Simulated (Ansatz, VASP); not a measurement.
Cu in VASP and in Ansatz

```
CELL_PARAMETERS angstrom
3.98816 0.00000 0.00000
-1.99408 3.45384 0.00000
0.00000 0.00000 2.39585
ATOMIC_POSITIONS crystal
Cu 0.00000 0.00000 0.00000
Cu 0.33333 0.66667 0.50000
Cu 0.66667 0.33333 0.50000
```

Alike in both runs: task single point; functional revPBE; k mesh 12 × 12 × 16; occupations fermi-dirac, width 0.1 eV; no spin polarisation.

|  | VASP | Ansatz |
| --- | --- | --- |
| version | VASP 6.6.1 | Ansatz 0.2.0 |
| potentials or method | VASP PAW PBE potentials, release 64 (Cu) | plane waves (420 eV) with PAW, scalar-relativistic |
| plane-wave cutoff (eV) | 520 | 420 |
| valence electrons in the cell | 33 | 57 |

Ansatz gave:

```
pressure (GPa)                                  : 21.6
largest component of the traceless stress (GPa) : 0.54
```

Which values does VASP return?

Pressure (GPa): 22.4; largest component of the traceless stress (GPa): 0.66.

The two sets of potentials don't hold the same shells in valence.

Caveats: so large a pressure means that the cell lies far from this level's equilibrium, or that cutoff or potentials fall short (VASP); the potentials were made for another functional, which shifts forces and pressure (VASP).
